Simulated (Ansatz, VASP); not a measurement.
Tl in VASP and in Ansatz

Contents of INCAR:

```
SYSTEM = Tl
ALGO     = Normal         ! electronic algorithm
EDIFF    = 1E-7           ! SCF threshold, eV
ENCUT    = 520            ! plane-wave cutoff, eV
GGA      = PE             ! functional
ISIF     = 2              ! what is computed and relaxed
ISMEAR   = -1             ! smearing method
LASPH    = .TRUE.         ! aspherical terms in the spheres
LCHARG   = .FALSE.        ! write CHGCAR
LREAL    = .FALSE.        ! projectors in reciprocal space
LWAVE    = .FALSE.        ! write WAVECAR
NBANDS   = 12             ! bands
NELM     = 60             ! most SCF steps
PREC     = Accurate       ! precision mode
SIGMA    = 0.05           ! smearing width, eV
```

The input KPOINTS:

```
k-points
0
G
  10 10 10
  0 0 0
```

Contents of POSCAR:

```
Tl
1.0
   -1.9943577595      1.9943577595      1.9943577595
    1.9943577595     -1.9943577595      1.9943577595
    1.9943577595      1.9943577595     -1.9943577595
Tl
1
Direct
    0.0000000000      0.0000000000      0.0000000000
```

The input input.yaml:

```yaml
crystal:
  lattice:
    - [-1.9943577595, 1.9943577595, 1.9943577595]
    - [1.9943577595, -1.9943577595, 1.9943577595]
    - [1.9943577595, 1.9943577595, -1.9943577595]
  atoms:
    - { symbol: Tl, position: [0.0, 0.0, 0.0] }
hamiltonian:
  xc: pbe
  pseudopotentials: { kind: paw }
kpoints:
  mp_grid: { grid: [10, 10, 10] }
scf:
  occupations: { method: fermi_dirac, width: 0.05 }
output:
  forces: true
  stress: true
  eigenvalues: true
  write_density: true
  write_potential: true
  elf: true
  volumetric_format: npy
```

Change from the starting cell: volume scaled by 1.06.

Alike in both runs: task single point; functional PBE; k mesh 10 × 10 × 10; occupations fermi-dirac, width 0.05 eV; no spin polarisation.

|  | VASP | Ansatz |
| --- | --- | --- |
| version | VASP 6.6.1 | Ansatz 0.2.0 |
| potentials or method | VASP PAW PBE potentials, release 64 (Tl_d) | Ansatz PAW |
| plane-wave cutoff (eV) | 520 | 420 |
| valence electrons in the cell | 13 | 13 |

```tsv
	VASP	Ansatz	Ansatz less VASP
gap on the k mesh at the Fermi level (eV)	none	none	-
pressure (GPa)	-0.4	-0.4	+0.06
```

A gap of «none» marks a metal or a gap that the smearing closes.

Spin-orbit coupling is left out, which matters for the levels of Tl.
